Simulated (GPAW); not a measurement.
Crystal: CsPbCl3.

```
Pb Cs Cl
1.0
     5.60500    0.00000    0.00000
     0.00000    5.60500    0.00000
     0.00000    0.00000    5.60500
Pb Cs Cl
1 1 3
Direct
  0.50000 0.50000 0.50000
  0.00000 0.00000 0.00000
  0.50000 0.00000 0.50000
  0.00000 0.50000 0.50000
  0.50000 0.50000 0.00000
```

Base run:

| Quantity | Value |
| --- | --- |
| Program | GPAW 26.7.0 |
| Functional | RPBE |
| Potentials or basis | the program's PAW data sets (release 1.2.1) made for this functional |
| Cutoff | 600 eV |
| Basis | pw |
| k mesh | 5 × 5 × 5 |
| Occupations | fermi-dirac, width 0.05 eV |
| Spin | no spin polarisation |

Its results: band gap on the k mesh 3.00 eV, direct; pressure 3.1 GPa.

After a change of settings the same cell gave: band gap on the k mesh 2.76 eV, direct; pressure -1.4 GPa. Which change was it?
A. functional from RPBE to r2SCAN; potentials or basis from the program's PAW data sets (release 1.2.1) made for this functional to GPAW PAW data sets (gpaw-data 1.2.1)
B. functional from RPBE to PBEsol; potentials or basis from the program's PAW data sets (release 1.2.1) made for this functional to PAW data sets generated in the run's folder for this functional
C. functional from RPBE to PW91; potentials or basis from the program's PAW data sets (release 1.2.1) made for this functional to PAW data sets generated in the run's folder for this functional
D. functional from RPBE to LDA

D.

LDA binds more tightly than RPBE, so the same cell stands under less pressure.

Caveats: spin-orbit coupling is left out, which as a rule narrows the gap of such compounds by several tenths of an eV; an odd mesh through Γ misses points on the zone boundary, where band edges often lie.

Runs at the PBE level aren't shown here.
